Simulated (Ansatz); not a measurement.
# SiC: a tetragonal deformation path

The task here is to estimate one member of a computed series from the others.

The COD entry's cell or inner coordinates are ideal or old and differ from later refinements, so a difference from it is no clean test against experiment.

Computed with Ansatz 0.2.0 (DFT PBE, scalar-relativistic, plane waves, PAW, unless a step's input says otherwise).

**Starting point**

The structure is cubic, space group F-43m (No. 216). The conventional cell has a = 4.348 Å, b = 4.348 Å, c = 4.348 Å, α = 90.00°, β = 90.00°, γ = 90.00°. Si (site symmetry -43m) has 4 C at 1.88 Å as nearest neighbours. C (site symmetry -43m) is surrounded by 4 Si at 1.88 Å.

As a file:

```
Si C
1.0
     0.00000    2.17400    2.17400
     2.17400    0.00000    2.17400
     2.17400    2.17400    0.00000
Si C
1 1
Direct
  0.00000 0.00000 0.00000
  0.75000 0.75000 0.75000
```

No relaxation comes first: the listed cell is the starting point.

Set-up of the first run:

At fixed volume and fractional coordinates, lengths along (0.000, 0.000, 1.000) are scaled against those across it; ρ is that ratio over its starting value.

Contents of input.yaml:

```yaml
crystal:
  lattice:
    - [0.0, 2.4403553397, 1.7253312252]
    - [2.4403553397, 0.0, 1.7253312252]
    - [2.4403553397, 2.4403553397, 0.0]
  atoms:
    - { symbol: Si, position: [0.0, 0.0, 0.0] }
    - { symbol: C, position: [0.75, 0.75, 0.75] }
basis:
  ecutwfc: 420
kpoints:
  mp_grid: { grid: [4, 4, 4] }
hamiltonian:
  xc: pbe
scf:
  occupations: { method: gaussian, width: 0.05 }
output:
  forces: true
  stress: true
  eigenvalues: true
```

Launch:

```
$ ansatz run input.yaml --threads 1 --pin off --max-ram 2560MiB --backend cpu --events-out ev --progress --plain --runs-dir out
```

Steps of the session up to this table: At ρ = 0.707; ρ = 1.414; ρ = 0.850; Point ρ = 1.200; ρ = 0.780; Point ρ = 1.300; At ρ = 0.920; ρ = 1.100; At ρ = 0.650; Point ρ = 1.500; Point ρ = 0.960; At ρ = 1.050.

One of the session's tables, all rows but one given; the rest of the session is left out.

The scan, with free energies counted from the undisturbed cell:

| ρ | ΔE (meV/atom) | pressure (GPa) | gap on the mesh (eV) |
| --- | --- | --- | --- |
| 0.650 | 603.2 | -9.1 | 0.00 |
| 0.707 | 409.7 | -4.9 | 0.00 |
| 0.780 | 228.0 | -0.8 | 0.00 |
| 0.850 | 110.8 | 2.5 | 0.00 |
| 0.920 | 33.1 | 4.6 | 0.50 |
| 0.960 | ? | ? | ? |
| 1.000 | 0.0 | 5.3 | 1.31 |
| 1.050 | 13.8 | 5.1 | 1.05 |
| 1.100 | 56.3 | 4.6 | 0.80 |
| 1.200 | 230.5 | 3.3 | 0.30 |
| 1.300 | 517.9 | 1.5 | 0.00 |
| 1.414 | 919.0 | 1.2 | 0.00 |
| 1.500 | 1233.0 | 2.1 | 0.00 |

Q: Estimate the row for ρ = 0.960 from the others.

Worked estimate for «ΔE (meV/atom)». A straight line through the neighbours (0.920, 33.1) and (1.000, 0.0) gives 33.1 + (0.0 − 33.1) × (0.960 − 0.920) / (1.000 − 0.920) = 16.6; a parabola fitted to 4 rows on both sides gives 8.8.

As computed: ΔE (meV/atom): 8.6; pressure (GPa): 5.1; gap on the mesh (eV): 0.89. In «ΔE (meV/atom)» the line misses by +8.0 and the parabola by +0.2.

Where the gap reads zero, the mesh chosen for the insulator is on the coarse side.
